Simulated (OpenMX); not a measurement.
Crystal: CdS (Hawleyite).

```
Cd S
1.0
     0.00000    2.91650    2.91650
     2.91650    0.00000    2.91650
     2.91650    2.91650    0.00000
Cd S
1 1
Cartesian
  0.0000 0.0000 0.0000
  4.3748 4.3748 4.3748
```

Base run:

* Program: OpenMX 3.8.5
* Functional: PBE
* Potentials or basis: OpenMX 2013 PBE set, Cd7.0-s3p2d2, S7.0-s2p2d1f1, grid cutoff 500 Ry
* k mesh: 9 × 9 × 9
* Occupations: fermi-dirac, width 0.05 eV
* Spin: no spin polarisation

Its results: band gap on the k mesh 1.30 eV, direct; pressure 3.8 GPa.

The run is repeated on the same cell with these changes: functional from PBE to LDA; potentials or basis from OpenMX 2013 PBE set, Cd7.0-s3p2d2, S7.0-s2p2d1f1, grid cutoff 500 Ry to OpenMX 2013 LDA set, Cd7.0-s3p2d2, S7.0-s2p2d1f1, grid cutoff 500 Ry. What comes out?

Band gap on the k mesh 1.02 eV, direct; pressure -1.9 GPa.

Caveats: the basis of atomic orbitals isn't converged, which shifts pressures, moduli and gaps.
